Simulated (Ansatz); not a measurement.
The system is VO2.

```xyz
6
Lattice="4.5072 0.0000 0.0000 0.0000 4.5072 0.0000 0.0000 0.0000 3.0444" Properties=species:S:1:pos:R:3 pbc="T T T"
V     2.2536    2.2536    1.5222
V     0.0000    0.0000    0.0000
O     0.9031    3.6041    1.5222
O     3.6041    0.9031    1.5222
O     3.1567    3.1567    0.0000
O     1.3505    1.3505    0.0000
```

The cell is a database's computed one.

* Program: Ansatz 0.2.0
* Task: relaxation of cell and atoms
* Functional: RPBE
* Dispersion: D4
* Potentials or basis: Ansatz PAW
* Cutoff: 420 eV (not typed: the program's choice for these potentials)
* k mesh: 6 × 6 × 9
* Occupations: fermi-dirac, width 0.05 eV
* Spin: collinear spin, ferromagnetic start
* Starting moments: [2.0, 2.0, 0.0, 0.0, 0.0, 0.0] μB

At the start: volume 10.31 Å³/atom.

Task: How do energy, volume and symmetry change on relaxing?

Result: It ends after 10 steps and the volume is 9.73 Å³/atom (-5.6 %); space group P4_2/mnm (No. 136, to 0.05 Å); moment 2.00 μB per cell.

Step by step:
```csv
step,energy change (eV),largest force (eV/Å),volume (Å³)
1,0.0000,0.2068,61.85
2,-0.2773,0.4560,59.77
3,-0.3508,0.1005,57.64
4,-0.3633,0.0217,58.35
5,-0.3628,0.0005,58.48
6,-0.3630,0.0026,58.44
7,-0.3630,0.0000,58.45
8,-0.3559,0.0002,58.45
9,-0.3563,0.0005,58.40
10,-0.3560,0.0004,58.40
```

Final structure:
```
V O
1.0
     4.54340    0.00000    0.00000
     0.00000    4.54340    0.00000
     0.00000    0.00000    2.82900
V O
2 4
Direct
  0.50000 0.50000 0.50000
  0.00000 0.00000 0.00000
  0.20081 0.79919 0.50000
  0.79919 0.20081 0.50000
  0.70081 0.70081 0.00000
  0.29919 0.29919 0.00000
```

Caveat: the plane-wave basis is chosen anew once the cell has moved, so the energies of steps on either side of that aren't comparable; the pressure holds a Pulay correction of +0.8 GPa for the finite cutoff; pairwise dispersion overbinds metals, which lowers pressure and volume; the PAW data sets come from PBE, with cores solved anew for the run's functional, which leaves a small shift of forces and pressure.
